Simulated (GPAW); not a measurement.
# CuO (Pm-3m) in GPAW: further runs

One crystal, CuO, is run at these levels: mBEEF, TPSS, rSCAN; tasks: equation of state, band structure.

Everything below comes from runs of GPAW 26.7.0. Logs are shortened: lines on timing, memory, paths and dates and some standing lists are left out, and cuts for length are marked. The log counts tension as positive stress, the text compression.

**1. The crystal as given**

It takes space group Pm-3m (No. 221, cubic). Conventional cell: a = 2.553 Å, b = 2.553 Å, c = 2.553 Å, α = 90.00°, β = 90.00°, γ = 90.00°. Cu (site symmetry m-3m) has 8 O at 2.21 Å as nearest neighbours. O (site symmetry m-3m) has 8 Cu at 2.21 Å as nearest neighbours.

Measurements of this composition are mostly on another form, of space group No. 15.

**2. Equation of state, mBEEF**

Contents of run.py:

```python
from ase import Atoms
from ase.eos import EquationOfState
from ase.io import Trajectory
from ase.units import GPa
from gpaw import GPAW, PW

atoms = Atoms(['Cu', 'O'],
              cell=[[2.55255061, 0.0, 0.0],
                    [0.0, 2.55255061, 0.0],
                    [0.0, 0.0, 2.55255061]],
              scaled_positions=[[0.0, 0.0, 0.0],
                                [0.5, 0.5, 0.5]],
              pbc=True)

traj = Trajectory('eos.traj', 'w')
volumes, energies = [], []
for x in [0.94, 0.96, 0.98, 1.0, 1.02, 1.04, 1.06]:
    a = atoms.copy()
    a.set_cell(atoms.cell * x**(1 / 3), scale_atoms=True)
    calc = GPAW(mode=PW(800),
                xc='mBEEF',
                kpts={'size': (8, 8, 8), 'gamma': True},
                occupations={'name': 'fermi-dirac', 'width': 0.05},
                nbands=19,
                convergence={'density': 1e-05, 'energy': 1e-05},
                maxiter=150,
                txt=f'eos-{x:.2f}.txt')
    a.calc = calc
    energies.append(a.get_potential_energy(force_consistent=True))
    volumes.append(a.get_volume())
    p = -a.get_stress()[:3].mean() / GPa
    calc.write(f'eos-{x:.2f}.gpw')
    traj.write(a)
    print(f'{x:.2f} {volumes[-1]:10.4f} A^3 {energies[-1]:14.6f} eV {p:9.3f} GPa', flush=True)

v0, e0, B = EquationOfState(volumes, energies, eos='birchmurnaghan').fit()
print(f'V0 = {v0:.4f} A^3, E0 = {e0:.6f} eV, B0 = {B / GPa:.2f} GPa')
```

Potentials or basis: GPAW PAW data sets (gpaw-data 1.2.1), pw.

Launch:

```console
OMP_NUM_THREADS=1 python run.py
```

What it wrote:

```text
__  _  _
 | _ |_)|_||  |
 |__||  | ||/\| - 26.7.0

Input parameters:
  mode=PW(ecut=800.0),
  convergence={'density': 1e-05, 'energy': 1e-05},
  kpts=MonkhorstPack(size=(8, 8, 8), gamma=True),
  maxiter=150,
  nbands=19,
  occupations=Occupations(name='fermi-dirac', width=0.05),
  xc=XC(name='mBEEF')

Diagonalizing LCAO Hamiltonian
Converting LCAO to pw mode
   .-----.
  /|     |
 * | O   |
 | .-----.
 |/     /
 Cu----*

Atoms  # Å, Bohr magnetons
|   | symbol |        x |        y |        z |    initial magnetic moments |
|---|--------|----------|----------|----------|-----------------------------|
| 0 |     Cu | 0.000000 | 0.000000 | 0.000000 | ( 0.0000,  0.0000,  0.0000) |
| 1 |      O | 1.250222 | 1.250222 | 1.250222 | ( 0.0000,  0.0000,  0.0000) |

Unit cell  # Å
| periodic |        x |        y |        z |  lengths |    angles |
|----------|----------|----------|----------|----------|-----------|
|      yes | 2.500443 | 0.000000 | 0.000000 | 2.500443 | 90.000000 |
|      yes | 0.000000 | 2.500443 | 0.000000 | 2.500443 | 90.000000 |
|      yes | 0.000000 | 0.000000 | 2.500443 | 2.500443 | 90.000000 |

Number of symmetries: 48
Symmetry operations  # r_c * U_cc + t_c -> r_c
|    | kind |            matrix            |
|----|------|------------------------------|
|  0 |  E   |  1, 0, 0,  0, 1, 0,  0, 0, 1 |
|  1 |  σ   |  1, 0, 0,  0, 1, 0,  0, 0,-1 |
|  2 |  σ   |  1, 0, 0,  0, 0, 1,  0, 1, 0 |
|  3 |  C4  |  1, 0, 0,  0, 0, 1,  0,-1, 0 |
|  4 |  C4  |  1, 0, 0,  0, 0,-1,  0, 1, 0 |
|  5 |  σ   |  1, 0, 0,  0, 0,-1,  0,-1, 0 |
|  6 |  σ   |  1, 0, 0,  0,-1, 0,  0, 0, 1 |
|  7 |  C2  |  1, 0, 0,  0,-1, 0,  0, 0,-1 |
|  8 |  σ   |  0, 1, 0,  1, 0, 0,  0, 0, 1 |
|  9 |  C2  |  0, 1, 0,  1, 0, 0,  0, 0,-1 |
| 10 |  C3  |  0, 1, 0,  0, 0, 1,  1, 0, 0 |
| 11 |  S6  |  0, 1, 0,  0, 0, 1, -1, 0, 0 |
| 12 |  S6  |  0, 1, 0,  0, 0,-1,  1, 0, 0 |
| 13 |  C3  |  0, 1, 0,  0, 0,-1, -1, 0, 0 |
| 14 |  C4  |  0, 1, 0, -1, 0, 0,  0, 0, 1 |
| 15 |  S4  |  0, 1, 0, -1, 0, 0,  0, 0,-1 |
| 16 |  C3  |  0, 0, 1,  1, 0, 0,  0, 1, 0 |
| 17 |  S6  |  0, 0, 1,  1, 0, 0,  0,-1, 0 |
| 18 |  σ   |  0, 0, 1,  0, 1, 0,  1, 0, 0 |
| 19 |  C4  |  0, 0, 1,  0, 1, 0, -1, 0, 0 |
| 20 |  C2  |  0, 0, 1,  0,-1, 0,  1, 0, 0 |
| 21 |  S4  |  0, 0, 1,  0,-1, 0, -1, 0, 0 |
| 22 |  S6  |  0, 0, 1, -1, 0, 0,  0, 1, 0 |
| 23 |  C3  |  0, 0, 1, -1, 0, 0,  0,-1, 0 |
| 24 |  S6  |  0, 0,-1,  1, 0, 0,  0, 1, 0 |
| 25 |  C3  |  0, 0,-1,  1, 0, 0,  0,-1, 0 |
| 26 |  C4  |  0, 0,-1,  0, 1, 0,  1, 0, 0 |
| 27 |  σ   |  0, 0,-1,  0, 1, 0, -1, 0, 0 |
| 28 |  S4  |  0, 0,-1,  0,-1, 0,  1, 0, 0 |
| 29 |  C2  |  0, 0,-1,  0,-1, 0, -1, 0, 0 |
| 30 |  C3  |  0, 0,-1, -1, 0, 0,  0, 1, 0 |
| 31 |  S6  |  0, 0,-1, -1, 0, 0,  0,-1, 0 |
| 32 |  C4  |  0,-1, 0,  1, 0, 0,  0, 0, 1 |
| 33 |  S4  |  0,-1, 0,  1, 0, 0,  0, 0,-1 |
| 34 |  S6  |  0,-1, 0,  0, 0, 1,  1, 0, 0 |
| 35 |  C3  |  0,-1, 0,  0, 0, 1, -1, 0, 0 |
| 36 |  C3  |  0,-1, 0,  0, 0,-1,  1, 0, 0 |
| 37 |  S6  |  0,-1, 0,  0, 0,-1, -1, 0, 0 |
| 38 |  σ   |  0,-1, 0, -1, 0, 0,  0, 0, 1 |
| 39 |  C2  |  0,-1, 0, -1, 0, 0,  0, 0,-1 |
| 40 |  σ   | -1, 0, 0,  0, 1, 0,  0, 0, 1 |
| 41 |  C2  | -1, 0, 0,  0, 1, 0,  0, 0,-1 |
| 42 |  C2  | -1, 0, 0,  0, 0, 1,  0, 1, 0 |
| 43 |  S4  | -1, 0, 0,  0, 0, 1,  0,-1, 0 |
| 44 |  S4  | -1, 0, 0,  0, 0,-1,  0, 1, 0 |
| 45 |  C2  | -1, 0, 0,  0, 0,-1,  0,-1, 0 |
| 46 |  C2  | -1, 0, 0,  0,-1, 0,  0, 0, 1 |
| 47 |  i   | -1, 0, 0,  0,-1, 0,  0, 0,-1 |

BZ-sampling:
  Number of BZ points: 512
  Number of IBZ points: 35

  Monkhorst-Pack size: [8, 8, 8]
  Monkhorst-Pack shift: [0.0625, 0.0625, 0.0625]

K-points  # in reciprocal-cell coordinates
|     |                                coordinates |     weight |
|-----|--------------------------------------------|------------|
|   0 | (  0.00000000,   0.00000000,   0.00000000) | 0.00195312 |
|   1 | (  0.12500000,   0.00000000,   0.00000000) | 0.01171875 |
|   2 | (  0.12500000,   0.12500000,   0.00000000) | 0.02343750 |
|   3 | (  0.12500000,   0.12500000,   0.12500000) | 0.01562500 |
|   4 | (  0.25000000,   0.00000000,   0.00000000) | 0.01171875 |
|   5 | (  0.25000000,   0.12500000,   0.00000000) | 0.04687500 |
|   6 | (  0.25000000,   0.12500000,   0.12500000) | 0.04687500 |
|   7 | (  0.25000000,   0.25000000,   0.00000000) | 0.02343750 |
|   8 | (  0.25000000,   0.25000000,   0.12500000) | 0.04687500 |
|   9 | (  0.25000000,   0.25000000,   0.25000000) | 0.01562500 |
| ... |                                            |            |
|  34 | (  0.50000000,   0.50000000,   0.50000000) | 0.00195312 |

Plane wave coefficients: 840
Cutoff: 800.0 eV

Spin-components: 1 (collinear spins)
Bands:           19
Projectors:      11
Spin-degeneracy: 2
Datatype:        complex128

Parallelization:
  kpt:    1
  domain: 1
  band:   1

Density:
  Valence electrons: 17.0
  Components: 1
  Grid points: [18 18 18]
  Charge: 0.0  # |e|

Potential:
  Grid points: [18 18 18]

species:
  Cu:
    name:    Copper
    Z:       29.0
    valence: 11
    core:    18
    charge:  0.0  # [|e|]
    compensation charges:
      type: gauss
      rc: 0.33  # [Å]
      lmax: 2
    cutoffs:
      filter: 2.06  # [Å]
      core: 2.43  # [Å]
    projectors
    | kind |    occ | energy [eV] | rcut [Å] |
    |------|--------|-------------|----------|
    |   4s |  1.000 |      -4.609 |    1.164 |
    |   4p |  0.000 |      -0.698 |    1.164 |
    |   3d | 10.000 |      -5.039 |    1.058 |
    |    s |        |      22.603 |    1.164 |
    |    p |        |      26.513 |    1.164 |
    |    d |        |      22.172 |    1.058 |

    Using partial waves for Cu as LCAO basis

  O:
    name:    Oxygen
    Z:       8.0
    valence: 6
    core:    2
    charge:  0.0  # [|e|]
    compensation charges:
      type: gauss
      rc: 0.21  # [Å]
      lmax: 2
    cutoffs:
      filter: 1.17  # [Å]
      core: 0.83  # [Å]
    projectors
    | kind |    occ | energy [eV] | rcut [Å] |
    |------|--------|-------------|----------|
    |   2s |  2.000 |     -23.961 |    0.688 |
    |   2p |  4.000 |      -9.029 |    0.598 |
    |    s |        |       3.251 |    0.688 |
    |    p |        |      18.182 |    0.598 |
    |    d |        |       0.000 |    0.619 |

    Using partial waves for O as LCAO basis

Reference energy: -47062.304142  # eV

eigensolver:
  PPCG
  Converge bands: occupied
  niter=2

density mixing:
  MSR1-Mixer
  Pratt-step length: 0.05
  Maximum mixing coefficient: 0.75
  Old densities: 10
  SVD Regularization: 0.005
  Good broyden scale: 1.0
  Trust region scale: 1.0
  Backstep threshold: 4.0
  History deletion threshold: 6.0
  Fourier metric: weight=20.0, sigma=0.015

occupation numbers:
  Fermi-Dirac:
    width: 0.0500  # eV

poisson solver:
  ecut: 6400.0  # eV

xc functional:
  name: mBEEF with 2 nearest neighbor stencil

convergence criteria:
- Maximum integral of absolute [dens]ity change: 1e-05 electrons / valence electron
- Maximum [total energy] change in last 3 cyles: 1e-05 eV / valence electron
- Maximum integral of absolute [eigenst]ate change: 4e-08 eV^2 / valence electron
maximum number of iterations: 150

SCF iterations
|iter     | |      energy | eigst |  dens |
|---------|-|-------------|-------|-------|
|iter:   1| |  -83.721034 | -0.08 |       |
|iter:   2| |  -74.899853 | -1.21 | -0.90 |
|iter:   3| |  -74.149317 | -2.05 | -1.03 |
|iter:   4| |  -74.154389 | -2.25 | -1.34 |
|iter:   5| |  -74.188392 | -3.20 | -1.67 |
|iter:   6| |  -74.179482 | -3.11 | -1.80 |
|iter:   7| |  -74.179893 | -4.15 | -2.43 |
|iter:   8| |  -74.179865 | -5.66 | -3.15 |
|iter:   9| |  -74.179868c| -6.30 | -3.60 |
|iter:  10| |  -74.179870c| -7.28 | -3.98 |
|iter:  11| |  -74.179871c| -8.56c| -4.59 |
|iter:  12| |  -74.179871c| -7.63c| -5.11c|

Converged in 12 steps
Energy contributions relative to reference atoms: (reference = -47062.304142)

Energy contributions:
  Kinetic:          38.071545
  Coulomb:         -33.855681
  Zero:              0.178753
  External:          0.000000
  Xc:              -78.565376
  Entropy:          -0.018226
  Spinorbit:         0.000000
  ----------------------------
  Free energy:     -74.188984
  Extrapolated:    -74.179871

dipole moment: (-5.276974, -5.276974, -5.276974)  # |e|*Ang

Fermi level: 9.087
Eigenvalues  # (at kpt = [0.000, 0.000, 0.000])
| band index |      eig [eV] | occ [0-2] |
|------------|---------------|-----------|
|          0 |       -12.897 |     2.000 |
|          1 |         5.002 |     2.000 |
|          2 |         5.002 |     2.000 |
|          3 |         6.665 |     2.000 |
|          4 |         6.665 |     2.000 |
|          5 |         6.665 |     2.000 |
[... 9 lines left out ...]
|         15 |        46.114 |     0.000 |
|         16 |        46.370 |     0.000 |
|        ... |               |           |
|         18 |        46.374 |     0.000 |

No gap
No difference between direct/indirect transitions

Stress tensor  # eV/Ang^3
|         x |         y |         z |
|-----------|-----------|-----------|
| -0.222624 |  0.000000 |  0.000000 |
|  0.000000 | -0.222624 |  0.000000 |
|  0.000000 |  0.000000 | -0.222624 |

# Writing to eos-0.94.gpw (mode='')
```

Wall time 4 min (1 thread of Arm Neoverse V2, shared host); peak memory 0.65 GiB.

What came out:

* Equilibrium volume: 9.04 Å³/atom (rough: see the caveat)
* Bulk modulus: 178 GPa (rough)

Energy against volume, from the lowest point:
| volume (Å³/atom) | energy (meV/atom) |
| --- | --- |
| 7.817 | 118.77 |
| 7.983 | 84.17 |
| 8.149 | 56.44 |
| 8.316 | 34.75 |
| 8.482 | 18.44 |
| 8.648 | 6.95 |
| 8.815 | 0.00 |

Caveat: with this Cu data set, volumes or pressures lay over 1.5 % or 2 GPa off other programs in two to four cells of ten; the minimum lies outside the volumes run; the PAW data sets were made with another functional, which shifts forces and pressure a little; the run has no spin polarisation, though such a crystal can be magnetic.

**3. Band structure, TPSS**

Contents of run.py:

```python
from ase.dft.bandgap import bandgap
from ase.io import read, write
from ase.units import GPa
from gpaw import GPAW, PW

atoms = read('POSCAR')

calc = GPAW(mode=PW(800),
            xc='MGGA_X_TPSS+MGGA_C_TPSS',
            kpts={'size': (8, 8, 8), 'gamma': True},
            occupations={'name': 'fermi-dirac', 'width': 0.05},
            nbands=19,
            convergence={'density': 1e-05, 'energy': 1e-05},
            eigensolver='davidson',
            maxiter=150,
            txt='gpaw.txt')
atoms.calc = calc
energy = atoms.get_potential_energy()
forces = atoms.get_forces()
stress = atoms.get_stress()
calc.write('gs.gpw')
write('result.traj', atoms)
print(f'Energy: {energy:.6f} eV')
print('Forces (eV/A):')
print(forces.round(4))
print('Stress (GPa):', (stress / GPa).round(3))
print('Fermi level:', round(calc.get_fermi_level(), 4), 'eV')
print(f'Gap: {bandgap(calc)[0]:.4f} eV, direct: {bandgap(calc, direct=True)[0]:.4f} eV')

path = atoms.cell.bandpath('GXMGRX,MR', npoints=100, eps=1e-4)
bs_calc = calc.fixed_density(kpts=path, symmetry='off', nbands=27,
                             convergence={'bands': 'CBM+6.0', 'eigenstates': 1e-6}, txt='bands.txt')
bs = bs_calc.band_structure()
bs.write('bs.json')
print(f'Gap on the path: {bandgap(bs_calc)[0]:.4f} eV')
```

Contents of POSCAR:

```
CuO
1.0
    2.5525506100      0.0000000000      0.0000000000
    0.0000000000      2.5525506100      0.0000000000
    0.0000000000      0.0000000000      2.5525506100
Cu O
1 1
Direct
    0.0000000000      0.0000000000      0.0000000000
    0.5000000000      0.5000000000      0.5000000000
```

Potentials or basis: GPAW PAW data sets (gpaw-data 1.2.1), pw.

Launch:

```console
OMP_NUM_THREADS=1 python run.py
```

Wall time 87 s (1 thread of Arm Neoverse V2, shared host); peak memory 0.3 GiB.

It converged, with:

```yaml
Free_energy: -18.5322 eV
Pressure: 14.8 GPa
Band_gap_along_the_path: none (metal or under the smearing width)
```

Levels at the corners of the path, in eV from the Fermi level:
| point | band 6 | band 7 | band 8 | band 9 | band 10 |
| --- | --- | --- | --- | --- | --- |
| Γ | -2.20 | -1.73 | -1.73 | -1.73 | 1.20 |
| X | -1.66 | -1.25 | 0.44 | 0.44 | 6.91 |
| M | -2.26 | -2.26 | -1.27 | -1.12 | 5.65 |
| Γ | -2.20 | -1.73 | -1.73 | -1.73 | 1.20 |
| R | -1.23 | 0.37 | 0.37 | 0.37 | 7.09 |
| X | -1.66 | -1.25 | 0.44 | 0.44 | 6.91 |
| M | -2.26 | -2.26 | -1.27 | -1.12 | 5.65 |
| R | -1.23 | 0.37 | 0.37 | 0.37 | 7.09 |

Caveat: with this Cu data set, volumes or pressures lay over 1.5 % or 2 GPa off other programs in two to four cells of ten; the PAW data sets were made with another functional, which shifts forces and pressure a little; an odd number of electrons without spin polarisation forces a metal; a magnetic or distorted state may lie lower; the run has no spin polarisation, though such a crystal can be magnetic; semilocal functionals often make such compounds metallic where correlation or magnetic order opens a gap, which also shifts bond lengths.

[end of part 1 of 2]
